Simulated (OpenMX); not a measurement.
Runs of OpenMX 3.8.5 on Al. It takes space group Pm-3m (No. 221, cubic). Conventional cell: a = 2.722 Å, b = 2.722 Å, c = 2.722 Å, α = 90.00°, β = 90.00°, γ = 90.00°. Around Al (site symmetry m-3m) lie 6 Al at 2.72 Å. The cell was built by a generator and needn't be a form met in nature.

```csv
level,gap on the mesh (eV),pressure (GPa)
PBE,none,(a)
PBE+D3(BJ),none,-2.9
PBE+D3,none,-1.7
PBE+D4,none,-2.9
```

Alike in all rows: task single point; potentials or basis OpenMX 2013 PBE set, Al7.0-s2p2d1, grid cutoff 300 Ry; no spin polarisation; cell as given; k mesh 7 × 7 × 7; smearing fermi-dirac 0.05 eV.

Task: Fill in the values left out.

Result: (a) -0.7.

Caveats: the basis of atomic orbitals isn't converged, which shifts pressures, moduli and gaps; pairwise dispersion overbinds metals, which lowers pressure and volume (some runs).

A k mesh can miss the band edges.

A gap of «none» marks a metal or a gap under the smearing width.

Not every run made on this cell is shown here.
